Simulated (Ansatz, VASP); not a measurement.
ZnS (Wurtzite-4H) in VASP and in Ansatz

The input INCAR:

```
PREC = Accurate
ENCUT = 600
EDIFF = 1E-6
ISMEAR = -1
SIGMA = 0.05
LREAL = F
LASPH = T
NELM = 80
ALGO = Normal
ISIF = 3
LWAVE = F
LCHARG = F
IBRION = 2
NSW = 40
EDIFFG = -0.01
```

Contents of KPOINTS:

```
regular mesh
0
Gamma
  8 8 3
```

The input POSCAR:

```
ZnS
1.0
    3.8227000000      0.0000000000      0.0000000000
   -1.9113500000      3.3105553110      0.0000000000
    0.0000000000      0.0000000000     12.5200000000
Zn S
4 4
Direct
    0.6666666667      0.3333333333      0.7500000000
    0.3333333333      0.6666666667      0.2500000000
    0.0000000000      0.0000000000      0.5000000000
    0.0000000000      0.0000000000      0.0000000000
    0.6666666667      0.3333333333      0.9375000000
    0.3333333333      0.6666666667      0.4375000000
    0.0000000000      0.0000000000      0.6875000000
    0.0000000000      0.0000000000      0.1875000000
```

input.yaml

```yaml
crystal:
  lattice:
    - [3.8227, 0.0, 0.0]
    - [-1.91135, 3.310555311, 0.0]
    - [0.0, 0.0, 12.52]
  atoms:
    - { symbol: Zn, position: [0.6666666667, 0.3333333333, 0.75] }
    - { symbol: Zn, position: [0.3333333333, 0.6666666667, 0.25] }
    - { symbol: Zn, position: [0.0, 0.0, 0.5] }
    - { symbol: Zn, position: [0.0, 0.0, 0.0] }
    - { symbol: S, position: [0.6666666667, 0.3333333333, 0.9375] }
    - { symbol: S, position: [0.3333333333, 0.6666666667, 0.4375] }
    - { symbol: S, position: [0.0, 0.0, 0.6875] }
    - { symbol: S, position: [0.0, 0.0, 0.1875] }
hamiltonian:
  xc: lda
  pseudopotentials: { kind: paw }
kpoints:
  mp_grid: { grid: [8, 8, 3] }
scf:
  occupations: { method: fermi_dirac, width: 0.05 }
output:
  forces: true
  stress: true
relax:
  f_tol: 0.01
  max_steps: 40
  cell: { stress_tol: 0.05 }
```

Alike in both runs: task relaxation of cell and atoms; functional LDA; k mesh 8 × 8 × 3; occupations fermi-dirac, width 0.05 eV; no spin polarisation.

|  | VASP | Ansatz |
| --- | --- | --- |
| version | VASP 6.6.1 | Ansatz 0.2.0 |
| potentials or method | VASP PAW LDA potentials, release 64 (Zn, S) | Ansatz PAW |
| plane-wave cutoff (eV) | 600 | 420 |
| valence electrons in the cell | 72 | 72 |

Ansatz gave:

```
relaxed volume (Å³/atom)                                     : 18.58
relaxed cell length with the largest relative difference (Å) : 3.742
energy change over the relaxation (meV/atom)                 : -19
```

Task: Estimate VASP's values.

Result: Relaxed volume (Å³/atom): 18.62; relaxed cell length with the largest relative difference (Å): 3.745; energy change over the relaxation (meV/atom): -18.

Caveats: the plane-wave basis is chosen anew once the cell has moved, so the energies of steps on either side of that aren't comparable (Ansatz); the PAW data sets come from PBE, with cores solved anew for the run's functional, which leaves a small shift of forces and pressure (Ansatz). LDA usually gives volumes a few per cent too small. Zero-point motion and thermal expansion aren't in these numbers.
